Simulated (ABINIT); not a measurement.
Here is an ABINIT 10.8.3 (patched build) calculation.

Contents of run.abi:

```
# Datasets: ground state, then fixed potential
ndtset 2

# Pseudopotentials
pp_dirpath "./"
pseudos "Os.GGA_PBE-JTH.xml"

# Structure
acell 5.1667001973 5.1667001974 8.1630499405
rprim
     1.0000000000     0.0000000000     0.0000000000
    -0.5000000000     0.8660254038     0.0000000000
     0.0000000000     0.0000000000     1.0000000000
ntypat 1
znucl 76
natom 2
typat 1 1
xred
     0.6666666667     0.3333333333     0.7500000000
     0.3333333333     0.6666666667     0.2500000000

# Plane-wave basis
ecut 15.0
pawecutdg 30.0

# Exchange and correlation
ixc 27

# Bands and occupations
occopt 3
tsmear 0.05 eV

# SCF cycle
nstep 100

# Output
iomode 3
prtwf 0
prteig 0
prtebands 0
enunit 1
prtden1 1

# Dataset 1
kptopt1 1
ngkpt1 11 11 6
nshiftk1 1
shiftk1 0.0 0.0 0.0
nband1 12
tolvrs1 1.0e-9

# Dataset 2: bands along G-M-K-G-A-L-H-A
iscf2 -2
getden2 1
nband2 16
nbdbuf2 2
tolwfr2 1.0e-12
kptopt2 -7
ndivsm2 6
prteig2 1
prtvol2 -3
kptbounds2
     0.0000000000     0.0000000000     0.0000000000
     0.5000000000     0.0000000000     0.0000000000
     0.3333333333     0.3333333333     0.0000000000
     0.0000000000     0.0000000000     0.0000000000
     0.0000000000     0.0000000000     0.5000000000
     0.5000000000     0.0000000000     0.5000000000
     0.3333333333     0.3333333333     0.5000000000
     0.0000000000     0.0000000000     0.5000000000
```

Potentials or basis: JTH PAW PBE v2.0.

Run with:

```sh
$ abinit run.abi > log 2>&1
```

Question: Predict the band gap on the k mesh.

Answer: None (metal or under the smearing width).

Question: Predict the pressure.

Answer: -9.0 GPa.

Stress tensor (GPa, compression positive):
```
-9.39  0.00  0.00
 0.00 -9.39  0.00
 0.00  0.00 -8.29
```

Caveat: the PAW data sets were made with another functional, which shifts forces and pressure a little; spin-orbit coupling is left out, which moves the levels of the heavy elements.
